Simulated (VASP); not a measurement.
# SnSe2 in VASP: one cell, several levels of theory, part 2 of 2

VASP 6.6.1, plane waves, PAW.

## (3) r2SCAN at this geometry

Input file INCAR:

```
ENCUT = 520.000000
SIGMA = 0.010000
EDIFF = 1.00e-07
ALGO = Normal
METAGGA = R2SCAN
PREC = Accurate
IBRION = -1
ISIF = 2
ISMEAR = 0
NBANDS = 20
NELM = 120
NSW = 0
LASPH = .TRUE.
LCHARG = .FALSE.
LWAVE = .FALSE.
LREAL = .FALSE.
```

Input file KPOINTS:

```
KPOINTS created by Atomic Simulation Environment
0
Gamma
12 12 4
0 0 0
```

Input file KPOINTS_OPT:

```
special points
8
Reciprocal
0.0000000000 0.0000000000 0.0000000000 1
0.5000000000 0.0000000000 0.0000000000 1
0.3333333333 0.3333333333 0.0000000000 1
0.0000000000 0.0000000000 0.5000000000 1
0.5000000000 0.0000000000 0.5000000000 1
0.3333333333 0.3333333333 0.5000000000 1
0.0833333333 0.0833333333 0.0000000000 1
0.5000000000 0.0000000000 0.3500000000 1
```

Input file POSCAR:

```
Sn Se
 1.0000000000000000
     3.9119802189675466    0.0000000000000000    0.0000000000000000
    -1.9559901094837733    3.3878742487281062    0.0000000000000000
     0.0000000000000000    0.0000000000000000    6.2270790414999997
 Sn  Se
   1   2
Cartesian
  0.0000000000000000  0.0000000000000000  0.0000000000000000
 -0.0000000000000001  2.2585828324854038  1.5512358084145701
  1.9559901094837726  1.1292914162427019  4.6758432330854296
```

On the command line:

```console
$ mpirun -np 1 vasp_std
```

Printed to the terminal (iteration lines stand in OSZICAR):

```text
POSCAR found type information on POSCAR SnSe
 POSCAR found :  2 types and       3 ions
 -----------------------------------------------------------------------------
|                                                                             |
|                                                                             |
|     You enforced a specific xc type in the INCAR file but a different       |
|     I HOPE YOU KNOW WHAT YOU ARE DOING!                                     |
|                                                                             |
 -----------------------------------------------------------------------------

 LDA part: xc-table for (None), standard interpolation
 POSCAR, INCAR and KPOINTS ok, starting setup
 FFT: planning ... GRIDC
 FFT: planning ... GRID_SOFT
 FFT: planning ... GRID
 WAVECAR not read
 entering main loop
 Start KPOINTS_OPT (optional k-point list driver)
k-point batch [1-8\8]
```

OSZICAR:

```text
N       E                     dE             d eps       ncg     rms          rms(c)
DAV:   1     0.164856835823E+03    0.16486E+03   -0.12334E+04  2816   0.148E+03
DAV:   2    -0.339832566115E+02   -0.19884E+03   -0.19083E+03  2952   0.392E+02
DAV:   3    -0.582214917530E+02   -0.24238E+02   -0.23620E+02  3352   0.117E+02
DAV:   4    -0.590853682919E+02   -0.86388E+00   -0.86258E+00  3280   0.237E+01
DAV:   5    -0.591077054713E+02   -0.22337E-01   -0.22335E-01  3784   0.394E+00    0.554E+00
DAV:   6    -0.545975405968E+02    0.45102E+01   -0.15604E+00  3244   0.174E+01    0.385E+00
DAV:   7    -0.546069343564E+02   -0.93938E-02   -0.19970E-01  3240   0.252E+00    0.136E+00
DAV:   8    -0.546136907236E+02   -0.67564E-02   -0.12248E-02  3108   0.106E+00    0.303E-01
DAV:   9    -0.546148507266E+02   -0.11600E-02   -0.20531E-03  3360   0.334E-01    0.904E-02
DAV:  10    -0.546149262816E+02   -0.75555E-04   -0.21101E-04  3244   0.148E-01    0.413E-02
DAV:  11    -0.546149602847E+02   -0.34003E-04   -0.54696E-05  3156   0.571E-02    0.111E-02
DAV:  12    -0.546149626940E+02   -0.24094E-05   -0.71545E-06  3352   0.217E-02    0.364E-03
DAV:  13    -0.546149630162E+02   -0.32222E-06   -0.79201E-07  3244   0.556E-03    0.153E-03
DAV:  14    -0.546149628772E+02    0.13907E-06   -0.61937E-08  2244   0.203E-03    0.210E-04
DAV:  15    -0.546149628880E+02   -0.10880E-07   -0.57770E-09  1888   0.750E-04
   1 F= -.54614963E+02 E0= -.54614963E+02  d E =-.406093E-69
       N       E                     dE             ncg
DAV:   1     0.336492895049E+04   -0.44037E+04      332
DAV:   2     0.174371395044E+04   -0.16212E+04      364
DAV:   3     0.155328762094E+04   -0.19043E+03      400
DAV:   4     0.154734007888E+04   -0.59475E+01      376
DAV:   5     0.154716854382E+04   -0.17154E+00      424
DAV:   6     0.154716322168E+04   -0.53221E-02      408
DAV:   7     0.154716292592E+04   -0.29577E-03      464
DAV:   8     0.154716292437E+04   -0.15496E-05      408
DAV:   9     0.154716292434E+04   -0.27357E-07      264
```

Parts of OUTCAR:

```text
k-points           NKPTS =     69   k-points in BZ     NKDIM =     69   number of bands    NBANDS=     20

   NELECT =      26.0000    total number of electrons

   dimension x,y,z NGX =    30 NGY =   30 NGZ =   48
   dimension x,y,z NGXF=    60 NGYF=   60 NGZF=   96

  energy-cutoff  :      520.00
  volume of cell :       82.53
      direct lattice vectors                 reciprocal lattice vectors
     3.911980219  0.000000000  0.000000000     0.255625014  0.147585171  0.000000000
    -1.955990109  3.387874249  0.000000000     0.000000000  0.295170342  0.000000000
     0.000000000  0.000000000  6.227079041     0.000000000  0.000000000  0.160588936

 k-points in reciprocal lattice and weights: KPOINTS created by Atomic Simulation Env
   0.00000000  0.00000000  0.00000000       0.002
   0.08333333  0.00000000  0.00000000       0.010
   0.16666667  0.00000000  0.00000000       0.010
   0.25000000  0.00000000  0.00000000       0.010
   0.33333333  0.00000000  0.00000000       0.010
   0.41666667  0.00000000  0.00000000       0.010
   0.50000000  0.00000000  0.00000000       0.005
   0.08333333  0.08333333  0.00000000       0.010
[... 61 more k-points ...]

 E-fermi :   3.3849

 k-point     1 :       0.0000    0.0000    0.0000
  band No.  band energies     occupation
      1     -18.6717      2.00000
      2     -18.6717      2.00000
      3     -18.6283      2.00000
      4     -18.6179      2.00000
      5     -18.6179      2.00000
      6     -10.8309      2.00000
      7      -9.2114      2.00000
      8      -2.7061      2.00000
      9       2.4755      2.00000
     10       2.4755      2.00000
     11       2.7615      2.00000
     12       2.7615      2.00000
     13       3.2315      2.00000
     14       4.3164      0.00000
     15       6.5000      0.00000
     16       8.0497      0.00000
     17       8.0497      0.00000
     18      11.9581      0.00000
     19      12.6088      0.00000
     20      12.6088      0.00000

 k-point     2 :       0.0833    0.0000    0.0000
  band No.  band energies     occupation
      1     -18.6748      2.00000
      2     -18.6701      2.00000
      3     -18.6268      2.00000
      4     -18.6188      2.00000
      5     -18.6172      2.00000
      6     -10.7662      2.00000
      7      -9.1717      2.00000
      8      -2.7009      2.00000
      9       1.7190      2.00000
     10       2.1701      2.00000
     11       2.4625      2.00000
     12       2.9308      2.00000
     13       3.2505      2.00000
     14       4.8805      0.00000
     15       6.8931      0.00000
     16       7.8651      0.00000
     17       8.1847      0.00000
     18      11.8753      0.00000
     19      12.2147      0.00000
     20      12.7031      0.00000

 k-point     3 :       0.1667    0.0000    0.0000
  band No.  band energies     occupation
      1     -18.6837      2.00000
      2     -18.6662      2.00000
      3     -18.6244      2.00000
      4     -18.6192      2.00000
      5     -18.6148      2.00000
      6     -10.5766      2.00000
      7      -9.0642      2.00000
      8      -2.7261      2.00000
      9       0.6423      2.00000
     10       1.7090      2.00000
     11       1.7329      2.00000
     12       3.0371      2.00000
     13       3.1972      2.00000
     14       5.4692      0.00000
     15       7.2102      0.00000
     16       8.2479      0.00000
     17       8.5036      0.00000
     18      10.9650      0.00000
     19      12.0077      0.00000
     20      12.9026      0.00000

 k-point     4 :       0.2500    0.0000    0.0000
  band No.  band energies     occupation
      1     -18.6963      2.00000
      2     -18.6621      2.00000
      3     -18.6267      2.00000
      4     -18.6135      2.00000
      5     -18.6103      2.00000
      6     -10.2785      2.00000
      7      -8.9251      2.00000
      8      -2.9046      2.00000
      9      -0.1788      2.00000
     10       1.0132      2.00000
     11       1.2704      2.00000
     12       3.0271      2.00000
     13       3.0326      2.00000
     14       5.2760      0.00000
     15       7.4395      0.00000
     16       8.7998      0.00000
     17       9.1509      0.00000
     18      10.2951      0.00000
     19      11.8775      0.00000
     20      13.3100      0.00000

 k-point     5 :       0.3333    0.0000    0.0000
  band No.  band energies     occupation
      1     -18.7093      2.00000
      2     -18.6594      2.00000
      3     -18.6300      2.00000
      4     -18.6066      2.00000
      5     -18.6043      2.00000
      6      -9.9074      2.00000
      7      -8.8150      2.00000
      8      -3.3011      2.00000
      9      -0.6309      2.00000
     10       0.5481      2.00000
     11       0.9206      2.00000
     12       2.7273      2.00000
     13       2.9644      2.00000
     14       4.8475      0.00000
     15       7.5236      0.00000
     16       8.9343      0.00000
     17       9.5029      0.00000
     18      10.1706      0.00000
     19      12.5162      0.00000
     20      13.5395      0.00000

 k-point     6 :       0.4167    0.0000    0.0000
  band No.  band energies     occupation
      1     -18.7189      2.00000
      2     -18.6583      2.00000
      3     -18.6324      2.00000
      4     -18.6014      2.00000
      5     -18.5991      2.00000
      6      -9.5377      2.00000
      7      -8.7989      2.00000
      8      -3.7095      2.00000
      9      -0.8944      2.00000
     10       0.4551      2.00000
     11       0.6975      2.00000
     12       2.3514      2.00000
     13       2.9049      2.00000
     14       4.5712      0.00000
     15       7.4377      0.00000
     16       8.9516      0.00000
     17       9.2729      0.00000
     18      10.5732      0.00000
     19      13.2522      0.00000
     20      14.1020      0.00000

 k-point     7 :       0.5000    0.0000    0.0000
  band No.  band energies     occupation
      1     -18.7225      2.00000
      2     -18.6580      2.00000
      3     -18.6333      2.00000
      4     -18.5995      2.00000
      5     -18.5971      2.00000
      6      -9.3454      2.00000
      7      -8.8419      2.00000
      8      -3.8762      2.00000
      9      -1.0006      2.00000
     10       0.5023      2.00000
     11       0.6212      2.00000
     12       2.1589      2.00000
     13       2.8816      2.00000
     14       4.4842      0.00000
     15       7.3869      0.00000
     16       8.9454      0.00000
     17       9.1755      0.00000
     18      10.7354      0.00000
     19      13.5543      0.00000
     20      14.4464      0.00000

 k-point     8 :       0.0833    0.0833    0.0000
  band No.  band energies     occupation
      1     -18.6803      2.00000
      2     -18.6678      2.00000
      3     -18.6242      2.00000
      4     -18.6204      2.00000
      5     -18.6154      2.00000
      6     -10.6390      2.00000
      7      -9.0979      2.00000
      8      -2.7102      2.00000
      9       1.0426      2.00000
     10       1.3910      2.00000
     11       2.5389      2.00000
     12       2.6703      2.00000
     13       3.2625      2.00000
     14       5.4018      0.00000
     15       7.4229      0.00000
     16       7.7110      0.00000
     17       8.4865      0.00000
     18      11.2564      0.00000
     19      11.9462      0.00000
     20      13.0126      0.00000

 k-point     9 :       0.1667    0.0833    0.0000
  band No.  band energies     occupation
      1     -18.6902      2.00000
      2     -18.6649      2.00000
      3     -18.6239      2.00000
      4     -18.6188      2.00000
      5     -18.6109      2.00000
      6     -10.3945      2.00000
      7      -8.9737      2.00000
      8      -2.8110      2.00000
      9       0.2024      2.00000
     10       0.7643      2.00000
     11       1.9414      2.00000
     12       2.6597      2.00000
     13       3.1974      2.00000
     14       5.5242      0.00000
     15       7.6654      0.00000
     16       8.3291      0.00000
     17       8.9140      0.00000
     18      10.6484      0.00000
     19      11.4366      0.00000
     20      13.2320      0.00000

 k-point    10 :       0.2500    0.0833    0.0000
  band No.  band energies     occupation
      1     -18.7022      2.00000
      2     -18.6625      2.00000
      3     -18.6271      2.00000
      4     -18.6129      2.00000
      5     -18.6048      2.00000
      6     -10.0573      2.00000
      7      -8.8466      2.00000
      8      -3.1166      2.00000
      9      -0.4013      2.00000
     10       0.3942      2.00000
     11       1.2992      2.00000
     12       2.5636      2.00000
     13       3.0196      2.00000
     14       5.1815      0.00000
     15       7.8847      0.00000
     16       8.7564      0.00000
     17       9.4998      0.00000
     18      10.1613      0.00000
     19      11.6154      0.00000
     20      13.5388      0.00000

[... the tables of k-points 11 to 69 left out ...]

  Total       -1.0167916     -1.0167916      0.1834182     -0.0000000     -0.0000000      0.0000000
  in kB      -19.7394124    -19.7394124      3.5607760     -0.0000000     -0.0000000      0.0000000
  external PRESSURE =     -11.9726829 kB  Pullay stress =       0.0000000 kB

 POSITION                                       TOTAL-FORCE (eV/Angst)
 -----------------------------------------------------------------------------------
      0.00000      0.00000      0.00000         0.000000      0.000000      0.000000
      0.00000      2.25858      1.55124        -0.000000      0.000000     -0.019586
      1.95599      1.12929      4.67584         0.000000     -0.000000      0.019586
 -----------------------------------------------------------------------------------
    total drift:                                0.000000      0.000000     -0.000000

  FREE ENERGIE OF THE ION-ELECTRON SYSTEM (eV)
  ---------------------------------------------------
  free  energy   TOTEN  =       -54.6149628880 eV

  energy  without entropy=      -54.6149628880  energy(sigma->0) =      -54.61496289
```

It took 9.7 min on 1 MPI rank of Intel Xeon Platinum 8488C, shared host; peak memory 0.31 GiB.

The levels at the points of KPOINTS_OPT are read from vasprun.xml.

Levels at the named points, in eV from the top of band v (v: the last filled band by count, c: the next):

```csv
point,v−1,v,c,c+1
Γ,-0.50,-0.03,1.05,3.24
M,-1.10,-0.38,1.22,4.12
K,-1.43,-1.43,1.51,6.82
A,-0.35,-0.35,2.34,3.17
L,-0.81,-0.75,0.97,4.60
H,-0.38,-0.38,2.49,5.12
```

Gap with r2SCAN: 0.89 eV, valence top at (0.08, 0.08, 0.00), conduction bottom at (0.50, 0.00, 0.35). Least direct gap: 1.08 eV. The pressure is -1.20 GPa, and the largest force is 0.020 eV/Å, on atom 2 (Se).

## (4) What came out

The summary covers parts 1 to 2.

```
 level  gap (eV)  pressure (GPa)  largest force (eV/Å)
   PBE      0.62            0.79                 0.244
r2SCAN      0.89           -1.20                 0.020
```

What this shows: The gap runs from 0.62 eV (PBE) to 0.89 eV (r2SCAN). Spin-orbit coupling is left out, though the cell holds Sn (Z = 50); in an element this heavy it can shift bands and gaps by tenths of an eV. The pressure is highest with PBE (0.8 GPa) and lowest with r2SCAN (-1.2 GPa), which orders the cells that they would relax to. Forces up to 0.24 eV/Å (PBE) show atoms off their equilibrium places at that level; the least is 0.020 eV/Å (r2SCAN).
